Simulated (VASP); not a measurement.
A run of VASP 6.6.1 is set up as follows.

The input run.py:

```python
from ase.calculators.vasp import Vasp
from ase.dft.bandgap import bandgap
from ase.io import read

atoms = read('POSCAR')
calc = Vasp(
    directory='calc',
    xc='lda',
    pp='LDA',
    setups='minimal',
    prec='Accurate',
    encut=500,
    ediff=1e-07,
    ismear=0,
    sigma=0.2,
    lreal=False,
    lasph=True,
    nelm=80,
    algo='Normal',
    isif=2,
    lwave=False,
    lcharg=True,
    lmaxmix=4,
    ldautype=2,
    ldauprint=1,
    ldau_luj={'W': {'L': 2, 'U': 6.2, 'J': 0.5}},
    kpts=[12, 12, 12],
    gamma=True,
    nbands=9,
)
atoms.calc = calc

print('energy (eV):', atoms.get_potential_energy())
print('free energy (eV):', atoms.get_potential_energy(force_consistent=True))
efermi = calc.get_fermi_level()
print('Fermi level (eV):', efermi)
path = atoms.cell.bandpath(npoints=40, eps=1e-4)
print('path:', path.path)
calc.set(kpts=path.kpts, reciprocal=True, icharg=11, isym=0, lcharg=False)
calc.calculate(atoms)
print('gap on the path (eV):', bandgap(calc, efermi=efermi)[0])
print('direct gap on the path (eV):', bandgap(calc, efermi=efermi, direct=True)[0])
```

File POSCAR:

```
W
1.0
   -1.6417680000      1.5938210000      1.5796970000
    1.6222230000     -1.5955110000      1.5618420000
    1.5921040000      1.5458470000     -1.5813870000
W
1
Direct
   -0.0107630000      0.0568090000     -0.0273050000
```

Potentials or basis: VASP PAW LDA potentials, release 64 (W).

Command:

```sh
$ python run.py
```

Q: Predict the band gap along the path.

A: None (metal or under the smearing width).

Levels at the corners of the path, in eV from the Fermi level:
```csv
point,band 1,band 2,band 3,band 4,band 5,band 6,band 7
X,-6.24,-4.15,0.40,3.07,4.61,5.74,10.39
Γ,-9.64,-2.15,-1.72,-0.98,3.22,3.66,14.70
Y,-6.22,-3.92,0.56,2.90,4.44,5.74,10.65
L,-6.14,-4.17,0.83,3.29,4.50,5.79,11.02
Γ,-9.64,-2.15,-1.72,-0.98,3.22,3.66,14.70
Z,-6.08,-3.50,0.93,2.55,4.08,5.75,11.28
N,-4.67,-4.64,4.62,4.80,4.92,7.90,8.57
Γ,-9.64,-2.15,-1.72,-0.98,3.22,3.66,14.70
M,-6.13,-4.13,0.86,3.25,4.47,5.77,11.08
R,-6.16,-3.67,0.76,2.69,4.24,5.74,11.00
Γ,-9.64,-2.15,-1.72,-0.98,3.22,3.66,14.70
```

Caveat: the log is that of the step along the path at fixed density, whose energy, stress, charges and moments have no meaning; spin-orbit coupling is left out, which moves the levels of the heavy elements; U without spin polarisation on a metal has little footing; the U is typed as a test and isn't derived for this compound.
